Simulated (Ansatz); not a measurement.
Bands of F

```
F
1.0
     2.19408    0.00000    0.00000
     0.00000    2.19408    0.00000
     0.00000    0.00000    2.19408
F
1
Direct
  0.00000 0.00000 0.00000
```

The structure comes from a relaxation in the same program, started in the sc type, and has space group Pm-3m. Whether it is a known phase or the ground state wasn't checked.

The calculation used DFT, PBE, all-electron LAPW, scalar-relativistic (Ansatz 0.2.0).

Settings: a Γ-centred 15×15×15 k mesh, Fermi–Dirac smearing of 0.08 eV, basis error target 0.25 meV/atom, no spin polarisation.

Points in fractions of the reciprocal vectors of this cell: Γ (0, 0, 0), X (0, 0.5, 0), M (0.5, 0.5, 0), R (0.5, 0.5, 0.5). The path joins them by straight lines in the order Γ–X–M–Γ–R–X–R–M; legs that retrace an earlier one aren't tabulated. Energies are in eV from the Fermi level.

Question: Is there a gap?

Answer: none: with an odd electron count and no spin polarisation the bands can't all be full, a metal in this set-up (spin order or a larger cell could open a gap).

Question: List the levels between -5 and 5 eV at the symmetry points.

Answer: 
Γ: -0.10 (×3)
X: -4.76, 0.34 (×2)
M: -3.46 (×2), 0.71
R: -2.53 (×3)
